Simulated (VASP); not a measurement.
# AlAu (Pm-3m) in VASP: a series of runs

One crystal, AlAu, is run at these levels: LDA; tasks: single point.

Everything below comes from runs of VASP 6.6.1. Logs are shortened: lines on timing, memory, paths and dates and some standing lists are left out, and cuts for length are marked.

## (1) The cell of the first run

Symmetry: Pm-3m, No. 221, cubic system. The conventional cell has a = 3.127 Å, b = 3.127 Å, c = 3.127 Å, α = 90.00°, β = 90.00°, γ = 90.00°. Al (site symmetry m-3m) is surrounded by 8 Au at 2.71 Å. Around Au (site symmetry m-3m) lie 8 Al at 2.71 Å.

The cell comes from a database or a generator and needn't be the stable form of this composition.

## (2) Single point, LDA (strain -0.030 along x and y, -0.030 along z, atoms carried along)

Contents of INCAR:

```
SYSTEM = AlAu
ALGO     = Normal         ! electronic algorithm
EDIFF    = 1E-6           ! SCF threshold, eV
ENCUT    = 520            ! plane-wave cutoff, eV
ISIF     = 2              ! what is computed and relaxed
ISMEAR   = 0              ! smearing method
LASPH    = .True.         ! aspherical terms in the spheres
LCHARG   = .False.        ! write CHGCAR
LREAL    = .False.        ! projectors in reciprocal space
LWAVE    = .False.        ! write WAVECAR
NBANDS   = 14             ! bands
NELM     = 100            ! most SCF steps
PREC     = Accurate       ! precision mode
SIGMA    = 0.15           ! smearing width, eV
```

Contents of KPOINTS:

```
k-points
0
Gamma
  14 14 14
  0 0 0
```

Contents of POSCAR:

```
AlAu
1.0
    3.1272237400      0.0000000000      0.0000000000
    0.0000000000      3.1272237400      0.0000000000
    0.0000000000      0.0000000000      3.1272237400
Al Au
1 1
Direct
    0.0000000000      0.0000000000      0.0000000000
    0.5000000000      0.5000000000      0.5000000000
```

Potentials or basis: VASP PAW LDA potentials, release 64 (Al, Au).

Started as:

```
$ cat potpaw_LDA.64/Al/POTCAR potpaw_LDA.64/Au/POTCAR > POTCAR
$ mpirun -np 1 vasp_std > vasp.out
```

OUTCAR:

```text
SYSTEM = AlAu
   EDIFF = 1E-6
   ENCUT = 520
   ISIF = 2
   ISMEAR = 0
   LASPH = .True.
   LREAL = .False.
   NELM = 100
   PREC = Accurate

 ion  position               nearest neighbor table
   1  0.000  0.000  0.000-   2 2.71   2 2.71   2 2.71   2 2.71   2 2.71   2 2.71   2 2.71   2 2.71

   2  0.500  0.500  0.500-   1 2.71   1 2.71   1 2.71   1 2.71   1 2.71   1 2.71   1 2.71   1 2.71

  LATTYP: Found a simple cubic cell.
 ALAT       =     3.1272237400

  Lattice vectors:

 A1 = (   3.1272237400,   0.0000000000,   0.0000000000)
 A2 = (   0.0000000000,   3.1272237400,   0.0000000000)
 A3 = (   0.0000000000,   0.0000000000,   3.1272237400)

Analysis of symmetry for initial positions (statically):
=====================================================================
 Subroutine PRICEL returns:
 Original cell was already a primitive cell.

 Routine SETGRP: Setting up the symmetry group for a
 simple cubic supercell.

 Subroutine GETGRP returns: Found 48 space group operations
 (whereof 48 operations were pure point group operations)
 out of a pool of 48 trial point group operations.

The static configuration has the point symmetry O_h .

Analysis of symmetry for dynamics (positions and initial velocities):
=====================================================================
 Subroutine PRICEL returns:
 Original cell was already a primitive cell.

 Routine SETGRP: Setting up the symmetry group for a
 simple cubic supercell.

 Subroutine GETGRP returns: Found 48 space group operations
 (whereof 48 operations were pure point group operations)
 out of a pool of 48 trial point group operations.

The dynamic configuration has the point symmetry O_h .

 Subroutine INISYM returns: Found 48 space group operations
 (whereof 48 operations are pure point group operations),
 and found     1 'primitive' translations

----------------------------------------------------------------------------------------

                                     Primitive cell

  volume of cell :      30.5828

  direct lattice vectors                    reciprocal lattice vectors
     3.127223740  0.000000000  0.000000000     0.319772451  0.000000000  0.000000000
     0.000000000  3.127223740  0.000000000     0.000000000  0.319772451  0.000000000
     0.000000000  0.000000000  3.127223740     0.000000000  0.000000000  0.319772451

  length of vectors
     3.127223740  3.127223740  3.127223740     0.319772451  0.319772451  0.319772451

  position of ions in fractional coordinates (direct lattice)
     0.000000000  0.000000000  0.000000000
     0.500000000  0.500000000  0.500000000

  ion indices of the primitive-cell ions
   primitive index   ion index
                 1           1
                 2           2

[... 83 lines left out ...]
   NUPDOWN=      -1.0000    fix difference up-down
   EMIN   =  10.00;   EMAX   =-10.00  energy-range for DOS
   EFERMI =   0.00;   METHOD = LEGACY
   ISMEAR =     0;   SIGMA  =   0.15  broadening in eV -4-tet -1-fermi 0-gaus
   EFERMI_NEDOS =   21; number of points for ismear=-14 and -15
   IALGO  =     38    algorithm
   IMIX   =      4    mixing-type and parameters
     AMIX     =   0.40;   BMIX     =  1.00
     AMIX_MAG =   1.60;   BMIX_MAG =  1.00
  volume/ion in A,a.u.               =      15.29       103.19
  Fermi-wavevector in a.u.,A,eV,Ry     =   1.261707  2.384281 21.659181  1.591905
  Thomas-Fermi vector in A             =   2.395153
   LORBIT       =      0    0 simple, 1 ext, 2 COOP (PROOUT), +10 PAW based schemes
   GGA     = CA    functional components
   LHFCALC =     F    Hartree Fock is set to
   AEXX    =    0.0000 exact exchange contribution
   IVDW    =     0    specifies the selected vdW correction
   LEPSILON=     F    determine dielectric tensor
   LRPA    =     F    only Hartree local field effects (RPA)
 non-spin polarized calculation
 Gauss-broadening in eV      SIGMA  =   0.15
  energy-cutoff  :      520.00
  volume of cell :       30.58
 maximum number of plane-waves:       844
 NGX is ok and might be reduce to    24
   NGX = 11   NGY = 11   NGZ = 11

 number of electron      14.0000000 magnetization

 Free energy of the ion-electron system (eV)
  ---------------------------------------------------
  ext. energy  EPLUGINS =         0.00000000
  ---------------------------------------------------
  free energy    TOTEN  =        -9.21605750 eV

  energy without entropy =       -9.20765798  energy(sigma->0) =       -9.21185774

 E-fermi :  10.8454     XC(G=0): -12.1413

 val. band max:       10.8434875525   @ k =   0.4286   0.4286   0.4286
 cond. band min:      10.8486719032   @ k =   0.4286   0.3571   0.0000
 fundamental gap:      0.0051843507
 Fermi energy:        10.8454253932

 k-point     1 :       0.0000    0.0000    0.0000
  band No.  band energies     occupation
      1      -1.4471      2.00000
      2       3.4686      2.00000
      3       3.4686      2.00000
      4       5.6878      2.00000
      5       5.6878      2.00000
      6       5.6878      2.00000
      7      13.5911      0.00000
      8      13.5911      0.00000
      9      13.5911      0.00000
     10      18.3268      0.00000
     11      18.4268      0.00000
     12      18.4268      0.00000
     13      27.6868      0.00000
     14      27.6868      0.00000
[... 377 lines left out ...]
      1       1.2372      2.00000
      2       3.3903      2.00000
      3       4.2626      2.00000
      4       4.9085      2.00000
      5       4.9853      2.00000
      6       5.3998      2.00000
      7       8.5777      2.00000
      8      12.5515      0.00000
      9      16.2629      0.00000
     10      17.4149      0.00000
     11      19.4038      0.00000
     12      21.3085      0.00000
     13      23.0233      0.00000
     14      24.3053      0.00000

 [... further k-points ...]
[... 5 lines left out ...]
  --------------------------------------------------------------------------------------
  -------------------------------------------------------------------------------------
  Total        0.7152448      0.7152448      0.7152448      0.0000000      0.0000000     -0.0000000
  in kB       37.4704084     37.4704084     37.4704084      0.0000000      0.0000000     -0.0000000
  external PRESSURE =      37.4704084 kB  Pullay stress =       0.0000000 kB

 VOLUME and BASIS-vectors are now :
 -----------------------------------------------------------------------------
  energy-cutoff  :      520.00
  volume of cell :       30.58
      direct lattice vectors                 reciprocal lattice vectors
     3.127223740  0.000000000  0.000000000     0.319772451  0.000000000  0.000000000
     0.000000000  3.127223740  0.000000000     0.000000000  0.319772451  0.000000000
     0.000000000  0.000000000  3.127223740     0.000000000  0.000000000  0.319772451

 POSITION                                       TOTAL-FORCE (eV/Angst)
 -----------------------------------------------------------------------------------
      0.00000      0.00000      0.00000         0.000000      0.000000      0.000000
      1.56361      1.56361      1.56361         0.000000      0.000000      0.000000
 -----------------------------------------------------------------------------------
    total drift:                                0.000000     -0.000000     -0.000000

  FREE ENERGIE OF THE ION-ELECTRON SYSTEM (eV)
  ---------------------------------------------------
  free  energy   TOTEN  =        -9.2160575023 eV

  energy  without entropy=       -9.2076579798  energy(sigma->0) =       -9.21185774
```

Run time: 16 s. Hardware: 1 thread of AMD EPYC 9R45 (Zen 5), shared host; peak memory 0.13 GiB.

What came out:

```yaml
Free_energy: -9.2161 eV
Pressure: 3.7 GPa
Band_gap_on_the_k_mesh: none (metal or under the smearing width)
```

Spin-orbit coupling is left out, which matters for the levels of Au.

## (3) Single point, LDA (strain +0.030 along x and y, +0.030 along z, atoms carried along)

Contents of INCAR:

```
SYSTEM = AlAu
  PREC = Accurate
  ENCUT = 520
  EDIFF = 1E-6
  ISMEAR = 0
  SIGMA = 0.15
  LREAL = .FALSE.
  LASPH = .TRUE.
  NELM = 80
  ALGO = Fast
  ISIF = 2
  LWAVE = .FALSE.
  LCHARG = .FALSE.
  GGA = CA
  NBANDS = 14
```

Contents of KPOINTS:

```
Automatic mesh
0
G
  14 14 14
  0 0 0
```

Contents of POSCAR:

```
AlAu
1.0
    3.3206602600      0.0000000000      0.0000000000
    0.0000000000      3.3206602600      0.0000000000
    0.0000000000      0.0000000000      3.3206602600
Al Au
1 1
Direct
    0.0000000000      0.0000000000      0.0000000000
    0.5000000000      0.5000000000      0.5000000000
```

Potentials or basis: VASP PAW LDA potentials, release 64 (Al, Au).

Started as:

```
$ cat potpaw_LDA.64/Al/POTCAR potpaw_LDA.64/Au/POTCAR > POTCAR
$ mpirun -np 1 vasp_std > vasp.out
```

It took 30 s on 1 thread of AMD EPYC 9R45 (Zen 5), shared host; peak memory 0.15 GiB.

It converged, with:

```yaml
Free_energy: -8.9608 eV
Pressure: -13.8 GPa
Band_gap_on_the_k_mesh: none (metal or under the smearing width)
```

Levels at points of the mesh, in eV from the Fermi level:
```tsv
k point	band 3	band 4	band 5	band 6	band 7	band 8	band 9	band 10	band 11	band 12
(0.00, 0.00, 0.00)	-5.88	-4.30	-4.30	-4.30	2.87	2.87	2.87	5.68	7.40	7.40
(0.50, 0.00, 0.00)	-5.59	-5.06	-5.06	-4.21	-3.06	6.13	7.23	7.23	7.34	7.34
(0.50, 0.50, 0.00)	-4.86	-4.86	-3.58	-2.90	-2.90	-1.20	0.36	6.78	10.58	10.58
(0.50, 0.50, 0.50)	-6.36	-3.54	-3.54	-0.67	1.28	1.28	1.28	1.81	3.39	3.39
```

## (4) Single point, LDA (strain +0.000 along x and y, +0.030 along z, atoms carried along)

Contents of INCAR:

```
SYSTEM = AlAu
PREC     = Accurate       ! precision mode
ENCUT    = 520            ! plane-wave cutoff, eV
EDIFF    = 1E-7           ! SCF threshold, eV
ISMEAR   = 0              ! smearing method
SIGMA    = 0.15           ! smearing width, eV
LREAL    = .FALSE.        ! projectors in reciprocal space
LASPH    = .TRUE.         ! aspherical terms in the spheres
NELM     = 60             ! most SCF steps
ALGO     = Fast           ! electronic algorithm
ISIF     = 2              ! what is computed and relaxed
LWAVE    = .FALSE.        ! write WAVECAR
LCHARG   = .TRUE.         ! write CHGCAR
GGA      = CA             ! functional
LELF     = .TRUE.         ! ELF
LVHAR    = .TRUE.       
NBANDS   = 14             ! bands
```

KPOINTS is that of step 3.

Contents of POSCAR:

```
AlAu
1.0
    3.2239420000      0.0000000000      0.0000000000
    0.0000000000      3.2239420000      0.0000000000
    0.0000000000      0.0000000000      3.3206602600
Al Au
1 1
Direct
    0.0000000000      0.0000000000      0.0000000000
    0.5000000000      0.5000000000      0.5000000000
```

Started as:

```
$ cat potpaw_LDA.64/Al/POTCAR potpaw_LDA.64/Au/POTCAR > POTCAR
$ mpirun -np 1 vasp_std > vasp.out
```

Wall time 56 s (1 thread of AMD EPYC 9R45 (Zen 5), shared host); peak memory 0.21 GiB.

Results (log left out):

| Quantity | Value |
| --- | --- |
| Free energy | -9.1189 eV |
| Pressure | -10.0 GPa |
| Band gap on the k mesh | none (metal or under the smearing width) |

Levels at points of the mesh, in eV from the Fermi level:
| k point | band 3 | band 4 | band 5 | band 6 | band 7 | band 8 | band 9 | band 10 | band 11 | band 12 |
| --- | --- | --- | --- | --- | --- | --- | --- | --- | --- | --- |
| (0.00, 0.00, 0.00) | -6.34 | -4.61 | -4.61 | -4.51 | 2.31 | 3.08 | 3.08 | 6.09 | 7.49 | 7.53 |
| (0.50, 0.00, 0.00) | -6.00 | -5.54 | -5.36 | -4.49 | -3.11 | 5.90 | 6.79 | 7.38 | 7.55 | 7.89 |
| (0.50, 0.50, 0.00) | -5.30 | -5.30 | -3.70 | -3.16 | -3.16 | -1.04 | 0.67 | 6.63 | 10.34 | 10.34 |
| (0.00, 0.00, 0.50) | -6.08 | -5.35 | -5.35 | -4.42 | -3.44 | 5.96 | 7.43 | 7.43 | 7.72 | 7.72 |
| (0.50, 0.00, 0.50) | -5.18 | -5.13 | -3.82 | -3.35 | -3.25 | -1.35 | 0.48 | 7.15 | 10.91 | 10.91 |
| (0.50, 0.50, 0.50) | -6.84 | -3.80 | -3.67 | -0.57 | 1.06 | 1.06 | 1.06 | 2.00 | 3.40 | 3.40 |

Spin-orbit coupling is left out, which matters for the levels of Au.

## (5) The runs side by side

| cell | gap on the mesh (eV) | pressure (GPa) |
| --- | --- | --- |
| strain -0.030 along x and y, -0.030 along z, atoms carried along | none | 3.7 |
| strain +0.030 along x and y, +0.030 along z, atoms carried along | none | -13.8 |
| strain +0.000 along x and y, +0.030 along z, atoms carried along | none | -10.0 |

Alike in all rows: task single point; level LDA; potentials or basis VASP PAW LDA potentials, release 64 (Al, Au); no spin polarisation; k mesh 14 × 14 × 14; cutoff (eV) 520; smearing gaussian 0.15 eV.

Absolute energies hang on the potentials; compare differences alone.
